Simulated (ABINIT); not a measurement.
## C: single point with LDA

C:

```
CELL_PARAMETERS angstrom
2.12732 -1.22828 0.00000
2.12732 1.22828 0.00000
-1.37907 0.00000 3.50283
ATOMIC_POSITIONS crystal
C 0.15627 0.16184 0.99454
C 0.83534 0.82965 0.00364
```

This is a stacking variant of graphite.

The cell isn't the ideal one: atoms moved at random.

```yaml
Program: ABINIT 10.8.3 (patched build)
Task: single point
Functional: LDA
Potentials_or_basis: PseudoDojo NC SR LDA v0.4.1 standard
Cutoff: 844 eV
k_mesh: 10 × 10 × 6
Occupations: fermi-dirac, width 0.05 eV
Spin: no spin polarisation
```

| Property | Result |
| --- | --- |
| Largest force | 1.296 eV/Å |
| Band gap on the k mesh | 1.13 eV, direct |
| All electrons inside the program's atomic spheres | C 4.79 (radii [1.0584] Å) |

Forces on the atoms (eV/Å):
```
C    0.912 -0.741  0.548
C   -0.912  0.741 -0.548
```

Levels at points of the mesh, in eV from the valence-band top:
```tsv
k point	band 2	band 3	band 4	band 5	band 6	band 7
(0.00, 0.00, 0.00)	-6.34	-2.80	-2.15	4.01	8.54	9.41
(0.50, 0.00, 0.00)	-12.59	-6.03	-1.69	2.63	8.26	12.00
(0.00, 0.50, 0.00)	-12.78	-5.86	-1.52	2.35	8.30	12.02
(0.50, 0.50, 0.00)	-12.82	-5.82	-2.04	1.71	8.04	12.88
(0.00, 0.00, 0.50)	-7.99	-2.81	-2.15	8.52	9.37	9.59
(0.50, 0.00, 0.50)	-12.52	-6.07	-2.33	2.06	7.95	12.91
(0.00, 0.50, 0.50)	-12.71	-5.90	-2.17	1.80	7.99	12.95
(0.50, 0.50, 0.50)	-12.87	-5.78	-1.47	2.15	8.35	12.13
```

Run time: 45 s on 1 thread of Arm Neoverse V1 (shared host), peak memory 0.09 GiB.

 A k mesh can miss the band edges.
